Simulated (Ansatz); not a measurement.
# GaAs (F-43m) in Ansatz: equation of state

How stiff is GaAs in PBE, and what volume does it want? The cell is scaled to several volumes.

All numbers are computed with Ansatz 0.2.0; they aren't measurements. Logs are shortened: lines on timing, memory, paths and dates and some standing lists are left out, and cuts for length are marked.

**1. The structure**

Symmetry: F-43m, No. 216, cubic system. Conventional cell: a = 5.654 Å, b = 5.654 Å, c = 5.654 Å, α = 90.00°, β = 90.00°, γ = 90.00°. As (site symmetry -43m) has 4 Ga at 2.45 Å as nearest neighbours. Around Ga (site symmetry -43m) lie 4 As at 2.45 Å.

**2. Equation of state, PBE**

Potentials or basis: all-electron LAPW, scalar-relativistic.

This step only gathers the single runs of the series.

Results:

- Equilibrium volume: 23.71 Å³/atom
- Bulk modulus: 60 GPa
- Pressure derivative of the bulk modulus: 4.8

Energy against volume, from the lowest point:
```csv
volume (Å³/atom),energy (meV/atom)
21.234,59.69
21.686,38.14
22.138,21.92
22.590,10.48
23.041,3.32
23.493,0.00
23.945,0.07
```

PBE usually gives volumes a little too large and moduli too small. Zero-point motion and thermal expansion aren't in these numbers.
